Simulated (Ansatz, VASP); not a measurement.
# KCl: VASP beside Ansatz

The input INCAR:

```
SYSTEM = KCl
PREC = Accurate
ENCUT = 520
EDIFF = 1E-6
ISMEAR = 0
SIGMA = 0.02
LREAL = .False.
LASPH = .True.
NELM = 60
ALGO = Normal
ISIF = 2
LWAVE = .False.
LCHARG = .False.
GGA = CA
NBANDS = 15
```

Contents of KPOINTS:

```
regular mesh
0
Gamma
  6 6 6
  0 0 0
```

POSCAR

```
KCl
1.0
    0.0000000000      3.4573000000      3.4573000000
    3.4573000000      0.0000000000      3.4573000000
    3.4573000000      3.4573000000      0.0000000000
K Cl
1 1
Direct
    0.0000000000      0.0000000000      0.0000000000
    0.2500000000      0.2500000000      0.2500000000
```

Input for Ansatz:

```yaml
crystal:
  lattice:
    - [0.0, 3.4573, 3.4573]
    - [3.4573, 0.0, 3.4573]
    - [3.4573, 3.4573, 0.0]
  atoms:
    - { symbol: K, position: [0.0, 0.0, 0.0] }
    - { symbol: Cl, position: [0.25, 0.25, 0.25] }
basis:
  ecutwfc: 420
kpoints:
  mp_grid: { grid: [6, 6, 6] }
hamiltonian:
  xc: lda
scf:
  occupations: { method: gaussian, width: 0.02 }
output:
  forces: true
  stress: true
  eigenvalues: true
```

Alike in both runs: task single point; functional LDA; k mesh 6 × 6 × 6; occupations gaussian, width 0.02 eV; no spin polarisation.

|  | VASP | Ansatz |
| --- | --- | --- |
| version | VASP 6.6.1 | Ansatz 0.2.0 |
| potentials or method | VASP PAW LDA potentials, release 64 (K_sv, Cl) | scalar-relativistic, plane waves, PAW |
| plane-wave cutoff (eV) | 520 | 420 |
| valence electrons in the cell | 16 | 16 |

VASP gave:

- gap on the k mesh at the Fermi level (eV): 4.54
- least direct gap on the mesh (eV): 4.60
- pressure (GPa): -0.7

Question: Which values does Ansatz return?

Answer: gap on the k mesh at the Fermi level (eV): 4.53; least direct gap on the mesh (eV): 4.59; pressure (GPa): -0.8.

A k mesh can miss the band edges. LDA gaps usually lie below the measured ones, often by a third to a half.
